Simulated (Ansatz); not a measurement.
**Ga: frozen-core PAW against all-electron methods**

```
Ga
1.0
    -1.40400    1.40400    2.22900
     1.40400   -1.40400    2.22900
     1.40400    1.40400   -2.22900
Ga
1
Direct
  0.00000 0.00000 0.00000
```

Conventional cell: a = 2.808 Å, b = 2.808 Å, c = 4.458 Å, α = 90.00°, β = 90.00°, γ = 90.00°. Around Ga (atom 1) lie 12 Ga at 2.81 to 2.99 Å.

The cell is COD entry 9012723, as deposited and not checked against the literature; nothing was relaxed.

Methods: DFT, PBE, PAW with Ansatz's default frozen-core files, fully relativistic files with spin-orbit coupling (Ansatz 0.2.0); DFT, PBE, all-electron LAPW, Dirac equation with spin-orbit coupling (Ansatz 0.2.0).

For PAW: a Γ-centred 14×14×16 k mesh, Fermi–Dirac smearing of 0.05 eV, cutoff 420 eV, no spin polarisation; this mesh doesn't keep the crystal's whole symmetry, which leaves small spurious terms. LAPW targets a basis error of 0.25 meV/atom. The Ansatz runs share mesh, smearing and spin set-up. Plane-wave (PAW) pressures include the program's estimate of the Pulay term.

Stress and pressure are positive in compression.

Levels count from the Fermi level.

PAW results:

```csv
quantity,PAW
pressure (GPa),4.27
stress xx (GPa),4.48
stress zz (GPa),3.87
stress yz (GPa),0.10
stress xz (GPa),0.10
stress xy (GPa),-0.06
highest filled level at P (eV),-0.119
lowest empty level at P (eV),1.991
highest filled level at Γ (eV),-11.627
lowest empty level at Γ (eV),12.718
highest filled level at X (eV),-1.348
lowest empty level at X (eV),4.114
```

Q: What does LAPW (all electrons) give for the same quantities?

A: 
```json
{"quantity": "pressure (GPa)", "LAPW": "4.30"}
{"quantity": "stress xx (GPa)", "LAPW": "4.50"}
{"quantity": "stress zz (GPa)", "LAPW": "3.90"}
{"quantity": "stress yz (GPa)", "LAPW": "0.10"}
{"quantity": "stress xz (GPa)", "LAPW": "0.10"}
{"quantity": "stress xy (GPa)", "LAPW": "-0.06"}
{"quantity": "highest filled level at P (eV)", "LAPW": "-0.120"}
{"quantity": "lowest empty level at P (eV)", "LAPW": "1.990"}
{"quantity": "highest filled level at Γ (eV)", "LAPW": "-11.628"}
{"quantity": "lowest empty level at Γ (eV)", "LAPW": "12.727"}
{"quantity": "highest filled level at X (eV)", "LAPW": "-1.347"}
{"quantity": "lowest empty level at X (eV)", "LAPW": "4.115"}
```
